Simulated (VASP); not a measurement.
# CO2 (I-42d) in VASP: notebook

The runs below take CO2 through phonons, dielectric tensor, with PBE, PBEsol.

All numbers are computed with VASP 6.6.1; they aren't measurements. Logs are shortened: lines on timing, memory, paths and dates and some standing lists are left out, and cuts for length are marked.

## (1) Starting point

Symmetry: I-42d, No. 122, tetragonal system. Conventional cell: a = 3.967 Å, b = 3.967 Å, c = 5.988 Å, α = 90.00°, β = 90.00°, γ = 90.00°. C (site symmetry -4) has 4 O at 1.40 Å as nearest neighbours. O (site symmetry 2) is surrounded by 2 C at 1.40 Å.

## (2) Phonons, PBE

POSCAR reads:

```
CO2
1.0
   -1.9833017994      1.9833017994      2.9939062513
    1.9833017994     -1.9833017994      2.9939062513
    1.9833017994      1.9833017994     -2.9939062513
  C               O
     2     4
Direct
     0.0000000000000000    1.0000000000000000    0.0000000000000000
     0.7500000000000000    0.2500000000000000    0.5000000000000000
     0.3750000000000000    0.2898370519455172    0.4148370519455172
     0.7101629480544828    0.1250000000000000    0.0851629480544828
     0.8750000000000000    0.9601629480544828    0.5851629480544828
     0.0398370519455172    0.6250000000000000    0.9148370519455172
```

INCAR.step1 reads:

```
SYSTEM = CO2
ALGO = Normal ; EDIFF = 1E-8
EDIFFG = -0.002 ; ENCUT = 600
GGA = PE ; IBRION = 2
ISIF = 3 ; ISMEAR = 0
KPAR = 2 ; LASPH = .True.
LCHARG = .False. ; LREAL = .False.
LWAVE = .False. ; NELM = 80
NSW = 40 ; PREC = Accurate
SIGMA = 0.03
```

INCAR.step2 reads:

```
SYSTEM = CO2
ALGO = Normal ; EDIFF = 1E-8
ENCUT = 600 ; GGA = PE
IBRION = 6 ; ISIF = 2
ISMEAR = 0 ; KPAR = 2
LASPH = .True. ; LCHARG = .False.
LREAL = .False. ; LWAVE = .False.
NELM = 80 ; NFREE = 2
NSW = 1 ; POTIM = 0.015
PREC = Accurate ; SIGMA = 0.03
```

KPOINTS reads:

```
k-points
0
Gamma
  12 12 12
  0 0 0
```

Potentials or basis: VASP PAW PBE potentials, release 64 (C, O).

Run with:

```console
cat potpaw_PBE.64/C/POTCAR potpaw_PBE.64/O/POTCAR > POTCAR
cp INCAR.step1 INCAR
mpirun -np 2 vasp_std > vasp.out
cp CONTCAR POSCAR
cp INCAR.step2 INCAR
mpirun -np 2 vasp_std > vasp.out
```

OUTCAR:

```text
SYSTEM = CO2
   EDIFF = 1E-8
   ENCUT = 600
   GGA = PE
   IBRION = 6
   ISIF = 2
   ISMEAR = 0
   LASPH = .True.
   LREAL = .False.
   NELM = 80
   NFREE = 2
   NSW = 1
   POTIM = 0.015
   PREC = Accurate

 ion  position               nearest neighbor table
   1  0.000  0.000  0.000-   3 1.40   4 1.40   6 1.40   5 1.40
   2  0.750  0.250  0.500-   3 1.40   5 1.40   6 1.40   4 1.40
   3  0.375  0.290  0.415-   1 1.40   2 1.40
   4  0.710  0.125  0.085-   1 1.40   2 1.40
   5  0.875  0.960  0.585-   2 1.40   1 1.40
   6  0.040  0.625  0.915-   1 1.40   2 1.40

  LATTYP: Found a body centered tetragonal cell.
 ALAT       =     3.9666284307
 C/A-ratio  =     1.5094450333

  Lattice vectors:

 A1 = (  -1.9833142153,   1.9833142153,   2.9937037917)
 A2 = (   1.9833142153,  -1.9833142153,   2.9937037917)
 A3 = (   1.9833142153,   1.9833142153,  -2.9937037917)

Analysis of symmetry for initial positions (statically):
=====================================================================
 Subroutine PRICEL returns:
 Original cell was already a primitive cell.

 Routine SETGRP: Setting up the symmetry group for a
 body centered tetragonal supercell.

 Subroutine GETGRP returns: Found  8 space group operations
 (whereof  4 operations were pure point group operations)
 out of a pool of 16 trial point group operations.

The static configuration has the point symmetry S_4 .
 The point group associated with its full space group is D_2d.

Analysis of symmetry for dynamics (positions and initial velocities):
=====================================================================
 Subroutine PRICEL returns:
 Original cell was already a primitive cell.

 Routine SETGRP: Setting up the symmetry group for a
 body centered tetragonal supercell.

 Subroutine GETGRP returns: Found  8 space group operations
 (whereof  4 operations were pure point group operations)
 out of a pool of 16 trial point group operations.

The dynamic configuration has the point symmetry S_4 .
 The point group associated with its full space group is D_2d.

 Subroutine INISYM returns: Found  8 space group operations
 (whereof  4 operations are pure point group operations),
 and found     1 'primitive' translations

----------------------------------------------------------------------------------------

                                     Primitive cell

  volume of cell :      47.1034

  direct lattice vectors                    reciprocal lattice vectors
    -1.983314215  1.983314215  2.993703792     0.000000000  0.252103270  0.167017192
     1.983314215 -1.983314215  2.993703792     0.252103270  0.000000000  0.167017192
     1.983314215  1.983314215 -2.993703792     0.252103270  0.252103270  0.000000000

  length of vectors
     4.102356999  4.102356999  4.102356999     0.302408335  0.302408335  0.356527864

  position of ions in fractional coordinates (direct lattice)
     0.000000000  0.000000000  0.000000000
     0.750000000  0.250000000  0.500000000
     0.375000000  0.289895897  0.414895897
     0.710104103  0.125000000  0.085104103
     0.875000000  0.960104103  0.585104103
     0.039895897  0.625000000  0.914895897

  ion indices of the primitive-cell ions
   primitive index   ion index
                 1           1
                 2           2
                 3           3
                 4           4
                 5           5
                 6           6

[... 85 lines left out ...]
   EFERMI =   0.00;   METHOD = LEGACY
   ISMEAR =     0;   SIGMA  =   0.03  broadening in eV -4-tet -1-fermi 0-gaus
   EFERMI_NEDOS =   21; number of points for ismear=-14 and -15
   IALGO  =     38    algorithm
   IMIX   =      4    mixing-type and parameters
     AMIX     =   0.40;   BMIX     =  1.00
     AMIX_MAG =   1.60;   BMIX_MAG =  1.00
  volume/ion in A,a.u.               =       7.85        52.98
  Fermi-wavevector in a.u.,A,eV,Ry     =   1.439155  2.719608 28.179935  2.071167
  Thomas-Fermi vector in A             =   2.558042
   LORBIT       =      0    0 simple, 1 ext, 2 COOP (PROOUT), +10 PAW based schemes
   GGA     = PE    functional components
   LHFCALC =     F    Hartree Fock is set to
   AEXX    =    0.0000 exact exchange contribution
   IVDW    =     0    specifies the selected vdW correction
   LEPSILON=     F    determine dielectric tensor
   LRPA    =     F    only Hartree local field effects (RPA)
 finite differences with symmetry
 non-spin polarized calculation
 Gauss-broadening in eV      SIGMA  =   0.03
  energy-cutoff  :      600.00
  volume of cell :       47.10
 maximum number of plane-waves:      1592
 NGX is ok and might be reduce to    36
   NGX = 17   NGY = 17   NGZ = 17

--------------------------------------- Ionic step        1  -------------------------------------------

 number of electron      31.9999996 magnetization

 Free energy of the ion-electron system (eV)
  ---------------------------------------------------
  ext. energy  EPLUGINS =         0.00000000
  ---------------------------------------------------
  free energy    TOTEN  =       -43.45116849 eV

  energy without entropy =      -43.45116849  energy(sigma->0) =      -43.45116849

------------------------ aborting loop because EDIFF is reached ----------------------------------------

  FORCE on cell =-STRESS in cart. coord.  units (eV):
  Direction    XX          YY          ZZ          XY          YZ          ZX
  --------------------------------------------------------------------------------------
  -------------------------------------------------------------------------------------
  Total       -0.0114878     -0.0114878     -0.0100484      0.0000000      0.0000000      0.0000000
  in kB       -0.3907477     -0.3907477     -0.3417860      0.0000000      0.0000000      0.0000000
  external PRESSURE =      -0.3744271 kB  Pullay stress =       0.0000000 kB
[... 101 lines left out ...]
  FREE ENERGIE OF THE ION-ELECTRON SYSTEM (eV)
  ---------------------------------------------------
  free  energy   TOTEN  =       -43.4474863789 eV

  energy  without entropy=      -43.4474863789  energy(sigma->0) =      -43.44748638

[... ionic steps 4 to 8 ...]

--------------------------------------- Ionic step        9  -------------------------------------------

 number of electron      31.9999996 magnetization

------------------------ aborting loop because EDIFF is reached ----------------------------------------
[... 75 lines left out ...]
--------------------------------------- Ionic step       11  -------------------------------------------

 number of electron      31.9999996 magnetization

 Free energy of the ion-electron system (eV)
  ---------------------------------------------------
  ext. energy  EPLUGINS =         0.00000000
  ---------------------------------------------------
  free energy    TOTEN  =       -43.44871782 eV

  energy without entropy =      -43.44871782  energy(sigma->0) =      -43.44871782

 E-fermi :   2.2393     XC(G=0): -11.0528

 val. band max:        2.1084797087   @ k =  -0.0000  -0.5000   0.0000
 cond. band min:       9.7254053713   @ k =   0.0000   0.0000   0.0000
 fundamental gap:      7.6169256626
 Fermi energy:         2.2393431773

 k-point     1 :       0.0000    0.0000    0.0000
  band No.  band energies     occupation
      1     -21.8260      2.00000
      2     -16.8034      2.00000
      3     -16.7956      2.00000
      4     -16.1208      2.00000
      5     -12.4186      2.00000
      6      -7.4866      2.00000
[... 541 lines left out ...]
     19      11.7702      0.00000
     20      12.2768      0.00000

 [... further k-points ...]
[... 5 lines left out ...]
  --------------------------------------------------------------------------------------
  -------------------------------------------------------------------------------------
  Total       -0.0060227     -0.0019779     -0.0077798      0.0519728      0.0062889      0.1918447
  in kB       -0.2048577     -0.0672767     -0.2646235      1.7678068      0.2139125      6.5254219
  external PRESSURE =      -0.1789193 kB  Pullay stress =       0.0000000 kB
[... 21 lines left out ...]
  FREE ENERGIE OF THE ION-ELECTRON SYSTEM (eV)
  ---------------------------------------------------
  free  energy   TOTEN  =       -43.4487178236 eV

  energy  without entropy=      -43.4487178236  energy(sigma->0) =      -43.44871782

 INTERNAL STRAIN TENSORS FROM DISPLACED ATOMS
 ============================================

 INTERNAL STRAIN TENSOR FOR ION    1 for displacements in x,y,z  (eV/Angst):
          X           Y           Z          XY          YZ          ZX
  --------------------------------------------------------------------------------
  x     0.00000     0.00000     0.00000     0.00000     4.17290   -12.48828
  y     0.00000     0.00000     0.00000     0.00000    12.48829     4.17290
  z   -13.14943    13.14943     0.00000     6.92264     0.00000     0.00000

 INTERNAL STRAIN TENSOR FOR ION    6 for displacements in x,y,z  (eV/Angst):
          X           Y           Z          XY          YZ          ZX
  --------------------------------------------------------------------------------
  x    -0.00000    -0.00000     0.00000   -15.11696    -3.26962     0.00000
  y    -8.09323   -24.19812    -8.18899     0.00000     0.00000    -0.90583
  z    -0.00000    -0.00000    -0.00000    -3.46462   -12.79436    -0.00000

 Eigenvectors and eigenvalues of the dynamical matrix
 ----------------------------------------------------

   1 f  =   32.014341 THz   201.152037 2PiTHz 1067.883471 cm-1   132.400616 meV
             X         Y         Z           dx          dy          dz
      0.000000  0.000000  0.000000    -0.000000   -0.000000    0.706903
      0.000000  1.983314  1.496852    -0.000000    0.000000   -0.706903
      0.654081  0.991657  0.748426    -0.011995   -0.000000   -0.000000
     -0.991657  1.329233  2.245278    -0.000000   -0.011995    0.000000
      1.329233  0.991657  3.742130     0.011995   -0.000000    0.000000
      2.974971  0.654081 -0.748426     0.000000    0.011995    0.000000
[... 145 lines left out ...]
  18 f/i=    0.004148 THz     0.026063 2PiTHz    0.138365 cm-1     0.017155 meV
             X         Y         Z           dx          dy          dz
      0.000000  0.000000  0.000000    -0.000000   -0.000000   -0.369449
      0.000000  1.983314  1.496852    -0.000000   -0.000000   -0.369449
      0.654081  0.991657  0.748426    -0.000000    0.000068   -0.426326
     -0.991657  1.329233  2.245278    -0.000068   -0.000000   -0.426326
      1.329233  0.991657  3.742130    -0.000000   -0.000068   -0.426326
      2.974971  0.654081 -0.748426     0.000068   -0.000000   -0.426326

 ELASTIC MODULI CONTR FROM IONIC RELAXATION (kBar)
 Direction    XX          YY          ZZ          XY          YZ          ZX
 --------------------------------------------------------------------------------
 XX       -2064.4370  -1071.6644   -795.3058     -0.0000     -0.0000     -0.0000
 YY       -1071.6644  -2064.4370   -795.3058     -0.0000     -0.0000     -0.0000
 ZZ        -795.3058   -795.3058   -403.3743     -0.0000     -0.0000     -0.0000
 XY          -0.0000     -0.0000     -0.0000   -887.1124      0.0000     -0.0000
 YZ          -0.0000     -0.0000     -0.0000      0.0000  -1074.5850      0.0000
 ZX          -0.0000     -0.0000     -0.0000     -0.0000      0.0000  -1074.5844
 --------------------------------------------------------------------------------
```

Wall time 50 min (2 MPI ranks of Intel Xeon Platinum 8488C (Sapphire Rapids), shared host); peak memory 1.3 GiB.

Results:

```
Highest phonon frequency at Γ, LO-TO splitting left out : 1068 cm⁻¹
```

Phonon frequencies in cm⁻¹ (negative: imaginary):
```tsv
q point	frequencies
(0.000, 0.000, 0.000)	0 0 0 336 336 522 620 666 767 823 823 848 848 862 1028 1028 1050 1068
```

(Part 1 of 3 ends here.)
